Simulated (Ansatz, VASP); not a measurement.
## TaN in VASP and in Ansatz

```
Ta N
1.0
     0.00000    2.19648    2.19648
     2.19648    0.00000    2.19648
     2.19648    2.19648    0.00000
Ta N
1 1
Direct
  0.50000 0.50000 0.50000
  0.00000 0.00000 0.00000
```

The cell comes from a database or a generator and needn't be the stable form of this composition.

Alike in both runs: task single point; functional LDA; k mesh 10 × 10 × 10; occupations fermi-dirac, width 0.05 eV; no spin polarisation.

|  | VASP | Ansatz |
| --- | --- | --- |
| version | VASP 6.6.1 | Ansatz 0.2.0 |
| potentials or method | VASP PAW LDA potentials, release 64 (Ta_pv, N) | Ansatz PAW |
| plane-wave cutoff (eV) | 520 | 420 |
| valence electrons in the cell | 16 | 18 |

VASP gave:

```
gap on the k mesh at the Fermi level (eV) : none
pressure (GPa)                            : -9.0
```

Question: Estimate Ansatz's values.

Answer: gap on the k mesh at the Fermi level (eV): none; pressure (GPa): -10.9.

A gap of «none» marks a metal or a gap that the smearing closes. The two sets of potentials don't hold the same shells in valence.

Caveats: the pressure holds a Pulay correction of +0.6 GPa for the finite cutoff (Ansatz); the PAW data sets come from PBE, with cores solved anew for the run's functional, which leaves a small shift of forces and pressure (Ansatz). Spin-orbit coupling is left out, which matters for the levels of Ta.
